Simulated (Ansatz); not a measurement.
## Run record: elastic constants by finite strains of NaH (Fm-3m)

Method: LDA, PAW on Ansatz 0.2.0's default frozen-core files (fitted under PBE), scalar-relativistic.

The cell comes from a PAW relaxation under the same functional.

The structure is one entry of a database and needn't be the stable phase.

Command:

```sh
ansatz run input.yaml --threads 2 --pin off --max-ram 6144MiB --backend cpu --events-out ev --progress --plain --runs-dir out
```

input.yaml:

```yaml
crystal:
  lattice:
    - [0.0, 2.3455367973, 2.3455367973]
    - [2.3455367973, 0.0, 2.3455367973]
    - [2.3455367973, 2.3455367973, 0.0]
  atoms:
    - { symbol: Na, position: [0.0, 0.0, 0.0] }
    - { symbol: H, position: [0.5, 0.5, 0.5] }
kpoints:
  mp_grid: { grid: [8, 8, 8] }
scf:
  occupations: { method: fixed }
hamiltonian:
  xc: lda
  pseudopotentials: { kind: paw }
elastic:
  mode: relaxed_ion
  stencil: four_point
  amplitude: 0.008
```

The program printed:

```
Warning: RAYON_NUM_THREADS=2 ignored (pool sized by the plan → 2); use --threads N
Engine: ansatz 0.2.0, x86_64-unknown-linux-gnu
Pseudopotentials: kind: paw
Pseudopotential: Na, paw, valence charge 9, recommended cutoff 420 eV (normal), Na.paw.azcp
Pseudopotential: H, paw, valence charge 1, recommended cutoff 420 eV (normal), H.paw.azcp
Functional definition: SPW92
  exchange = slater_x
  correlation = pw_c
Crystal: 2 atoms, lattice volume = 25.808 Å³
Basis set: ecut = 420 eV, 531 PW (Γ)
Bands: 9, of which v1, the nominal top of the filled ones, is band 5 counted from 1 (4 counted from 0)
Symmetry: 48 space group operations
Space group: Fm-3m (ITA 225), of the structure as read, at distance tolerance 3.0e-5 Å
k-points: 29 of 512
Non-local potential: Na, projectors of the file, l = 0: 3, l = 1: 2, l = 2: 1
Non-local potential: H, projectors of the file, l = 0: 2, l = 1: 1
PAW form: soft (Blöchl's): semilocal exchange-correlation on the pseudo side does not see the compensation charge
PAW frozen core: Na, regenerated for the run's functional, and the local potential with it (the file was generated under x = pbe(κ = 0.804, μ = 0.2195149727645171), c = pbe(β = 0.06672455060314922))
PAW one-centre angular grid: Na, 110 points (default); XC on 64 Gauss nodes
PAW one-centre angular grid: H, 110 points (default); XC on 64 Gauss nodes
Initial density: superposition of atomic densities (neutral atoms: chi_scale 0, normalization atom), corrected by the library's trained network
Initial wavefunctions: pseudopotential atomic-orbital guess
Functional: x = slater, c = lda
SCF iter   1: F=—  HF=-1482.701233 eV  |F-HF|=—  |Δ(HF+E_count)|=         —  Δρ=1.25e-2  dr2=3.09e-2  ethr=1.77e-3  ⟨swp⟩=4.4  Hψ=1483  notcnv=0  defer=52
preconditioner: auto → none  [insulator: Δε(μ)=3.376 eV  Ē_g=11.347 eV  n_scr=8 (ndim 8)  ℏωp=10.3 eV  f_vac=0.000  ε∞_Penn≈1.8]
SCF iter   2: F=—  HF=-1482.687787 eV  |F-HF|=—  |Δ(HF+E_count)|=   1.34e-2  Δρ=3.15e-3  dr2=2.28e-3  ethr=3.09e-4  ⟨swp⟩=1.9  Hψ=529  notcnv=0  defer=43
SCF iter   3: F=—  HF=-1482.686922 eV  |F-HF|=—  |Δ(HF+E_count)|=   8.65e-4  Δρ=1.57e-4  dr2=2.90e-6  ethr=2.28e-5  ⟨swp⟩=2.1  Hψ=340  notcnv=0  defer=56
SCF iter   4: F=—  HF=-1482.686913 eV  |F-HF|=—  |Δ(HF+E_count)|=   8.61e-6  Δρ=6.43e-5  dr2=2.84e-7  ethr=2.90e-8  ⟨swp⟩=2.0  Hψ=384  notcnv=0  defer=17
SCF iter   5: F=—  HF=-1482.686920 eV  |F-HF|=—  |Δ(HF+E_count)|=   6.81e-6  Δρ=7.24e-6  dr2=7.48e-9  ethr=2.84e-9  ⟨swp⟩=2.0  Hψ=293  notcnv=0
SCF iter   6: F=—  HF=-1482.686920 eV  |F-HF|=—  |Δ(HF+E_count)|=   1.62e-9  Δρ=9.71e-7  dr2=6.85e-11  ethr=7.48e-11  ⟨swp⟩=2.9  Hψ=406  notcnv=0
SCF iter   7: F=-1482.686920 eV  HF=-1482.686920 eV  |F-HF|=2.27e-13  |Δ(HF+E_count)|=  1.14e-12  Δρ=2.02e-8  dr2=5.37e-14  ethr=1.00e-12  ⟨swp⟩=5.4  Hψ=1462  notcnv=0
SCF 1 converged in 7 iterations: F = -1482.686920 eV  dr2 = 5.37e-14
  greatest PAW one-centre occupation: 0.999 electrons in one spin orbital (limit 2), on the Na atom at site 0 (counted from 0), in its partial waves of l = 0
Crystal: 2 atoms, lattice volume = 25.395 Å³
Symmetry: 16 space group operations
k-points: 59 of 512
Initial density: handed on by an earlier stage of this run
[... 60 lines left out ...]
SCF iter   1: F=—  HF=-1482.686792 eV  |F-HF|=—  |Δ(HF+E_count)|=         —  Δρ=8.25e-5  dr2=3.62e-8  ethr=1.00e-12  ⟨swp⟩=7.6  Hψ=6402  notcnv=0  defer=181
SCF iter   2: F=—  HF=-1482.686794 eV  |F-HF|=—  |Δ(HF+E_count)|=   1.82e-6  Δρ=4.12e-5  dr2=9.06e-9  ethr=1.00e-12  ⟨swp⟩=1.0  Hψ=1615  notcnv=0  defer=181
SCF iter   3: F=-1482.686794 eV  HF=-1482.686794 eV  |F-HF|=4.55e-13  |Δ(HF+E_count)|=   6.06e-7  Δρ=1.54e-8  dr2=5.64e-14  ethr=1.00e-12  ⟨swp⟩=3.3  Hψ=3072  notcnv=0
SCF 9 converged in 3 iterations: F = -1482.686794 eV  dr2 = 5.64e-14
SCF converged after 7 iterations
Free energy (F): -1482.686920 eV
Harris-Foulkes:  -1482.686920 eV  (|F-HF|=2.27e-13)
Internal energy: -1482.686920 eV  (E = F + TS)
E sigma→0 (E₀):  -1482.686920 eV
Fermi energy:    1.192700 eV
--- Per-component energies (eV) ---
  E_band       = -222.487991
  E_kinetic    = 133.909184
  E_local      = -1298.756729  (includes V_loc(G=0)·N_el)
  E_nonlocal   = 118.066265
  E_hartree    = 463.118340
  E_xc         = -47.045994
  E_vxc        = -61.256260  (∫ρ·V_xc dr)
  E_paw        = -244.994111  (= ΣΔE_a)
  E_vpaw       = -40.686033  (= ΣTr[D̂ρ^β])
  E_aug_tail   = -0.001093  (compensation charges beyond the density's cutoff)
  E_ewald      = -607.123673
  E_core_change = 0.140890  (= ΣΔE_core)
  E_smearing   = -0.000000  (= −TS)
  E_closure    = -0.000000  (closes the sum)
  Σ components = -1482.686920   (vs F -1482.686920, Δ=0.00e0)
--- Forces (eV/Å), atoms counted from 1 ---
  atom   1  Na    -0.00000000     0.00000000     0.00000000
  atom   2  H      0.00000000     0.00000000     0.00000000
  max |Σ_I F_I| component: 9.08e-31 eV/Å
--- Stress (GPa, compression-positive) ---
       -0.024546       0.000000       0.000000
        0.000000      -0.024546       0.000000
        0.000000       0.000000      -0.024546
  P = ⅓ Tr σ = -0.0245 GPa (-0.245 kbar)
--- Elastic constants: 2 strain directions × 4 members + reference (group order 48) ---
  dense FFT box of the reference and of every strained cell: 24×24×24
  strains applied: 11, 23; error gains: componentwise 1.00 (the most a stress slope's error grows in a printed constant), spectral 1.73 (1 for all six strains in a standard setting)
  C = ∂σ_k/∂η_j (tension-positive GPa; Voigt order 11 22 33 23 13 12):
        55.090     13.403     13.403     -0.000      0.000      0.000
        13.403     55.090     13.403     -0.000     -0.000     -0.000
        13.403     13.403     55.090      0.000     -0.000     -0.000
        -0.000      0.000      0.000     24.299     -0.000     -0.000
        -0.000     -0.000      0.000      0.000     24.299      0.000
        -0.000      0.000     -0.000     -0.000     -0.000     24.299
  reference stress σ⁰ (GPa):      0.025      0.025      0.025     -0.000     -0.000     -0.000
  C* (energy form; C + prestress term) asymmetry max|C*_kj − C*_jk| = 7.105e-15 GPa — a small one proves nothing (zero by symmetry where the batch's group is 432, −43m or m−3m); a large one is finite-difference/SCF noise where ...
  moduli (Voigt/Reuss/Hill, GPa): K = 27.30/27.30/27.30   G = 22.92/22.79/22.85   E = 53.60   ν = 0.173
  mechanically stable: yes (min eigenvalue of sym C = 24.30 GPa)
  strain η (Voigt 11):  stress-route row diagonal C_11 = 55.09 GPa, energy-path curvature d²(F+E_count+ΔE)/dδ²/Ω₀ = 55.12 GPa
    cells at ±δ against ±2δ: C11 55.14 and 55.29 GPa, apart by 0.27 % of the column's largest entry
         δ    σ_11 (GPa)             F (eV)   n_scf  n_hpsi   n_pw
    -1.600e-2      -0.9287       -1482.6857735       7    9729    531   relax 0 steps, max|allowed force component| 3.94e-31 eV/Å
    -8.000e-3      -0.4336       -1482.6866588       3    7514    531   relax 0 steps, max|allowed force component| 1.79e-31 eV/Å
     8.000e-3       0.4486       -1482.6866077       4    7865    531   relax 0 steps, max|allowed force component| 2.24e-30 eV/Å
     1.600e-2       0.8405       -1482.6857749       6    8709    532   relax 0 steps, max|allowed force component| 8.32e-32 eV/Å
  strain η (Voigt 23):  stress-route row diagonal C_44 = 24.30 GPa, energy-path curvature d²(F+E_count+ΔE)/dδ²/Ω₀ = 24.30 GPa
    cells at ±δ against ±2δ: C44 24.30 and 24.30 GPa, apart by 0.02 % of the column's largest entry
         δ    σ_23 (GPa)             F (eV)   n_scf  n_hpsi   n_pw
    -1.600e-2      -0.3889       -1482.6864165       7   15301    531   relax 0 steps, max|allowed force component| 1.80e-30 eV/Å
    -8.000e-3      -0.1944       -1482.6867942       3   12229    531   relax 0 steps, max|allowed force component| 6.38e-31 eV/Å
     8.000e-3       0.1944       -1482.6867942       3   11909    531   relax 0 steps, max|allowed force component| 2.06e-30 eV/Å
     1.600e-2       0.3889       -1482.6864165       5   12372    531   relax 0 steps, max|allowed force component| 2.09e-30 eV/Å
```

The calculation finished and met its thresholds.

Elastic moduli:

Elastic constants of a crystal by Kohn-Sham DFT: slopes of the stress over finite engineering strains of the given cell, Voigt indices, Cartesian axes as in the input; Hill averages of a grain aggregate, Debye temperature from the mean sound speed over directions.

- Bulk modulus: 27.3 GPa
- Shear modulus: 22.85 GPa
- Young modulus: 53.6 GPa
- Poisson ratio: 0.1727
- Bulk over shear modulus: 1.195
- Elastic anisotropy index: 0.0283
- Least young modulus: 49.84 GPa
- Largest young modulus: 56.22 GPa
- Longitudinal sound speed: 6117 m/s
- Transverse sound speed: 3847 m/s
- Elastic debye temperature: 537.3 K
- Linear compressibility (x, y, z): 12.21, 12.21, 12.21 1/TPa
- Zener ratio: 1.166
- Cauchy pressure: -10.9 GPa

Elastic constants:

- Pressure at rest: -0.025 GPa
- Least elastic eigenvalue: 24.3 GPa
- Elastically stable: yes

| index | elastic (GPa) |
| --- | --- |
| 11 | 55.09 |
| 12 | 13.4 |
| 44 | 24.3 |

### Strained cells

Stress of each strained cell less that at rest, tension positive.

| strain component | strain | stress xx (GPa) | stress yy (GPa) | stress zz (GPa) | stress yz (GPa) | stress xz (GPa) | stress xy (GPa) | relaxation steps |
| --- | --- | --- | --- | --- | --- | --- | --- | --- |
| xx | -0.016 | -0.9532 | -0.2225 | -0.2225 | 0 | 0 | 0 | 0 |
| xx | -0.008 | -0.4581 | -0.1091 | -0.1091 | 0 | 0 | 0 | 0 |
| xx | 0.008 | 0.4241 | 0.1054 | 0.1054 | 0 | 0 | 0 | 0 |
| xx | 0.016 | 0.816 | 0.2069 | 0.2069 | 0 | 0 | 0 | 0 |
| yz | -0.016 | 0.0056 | -0.0039 | -0.0039 | -0.3889 | 0 | 0 | 0 |
| yz | -0.008 | 0.0014 | -0.0009 | -0.0009 | -0.1944 | 0 | 0 | 0 |
| yz | 0.008 | 0.0014 | -0.0009 | -0.0009 | 0.1944 | 0 | 0 | 0 |
| yz | 0.016 | 0.0056 | -0.0039 | -0.0039 | 0.3889 | 0 | 0 | 0 |

Keep in mind: frozen-core PAW files fitted under PBE, their cores solved anew for the functional of the run.

It took 10 s on 2 threads of AMD EPYC 7571, on a shared host, peak memory 0.33 GiB.
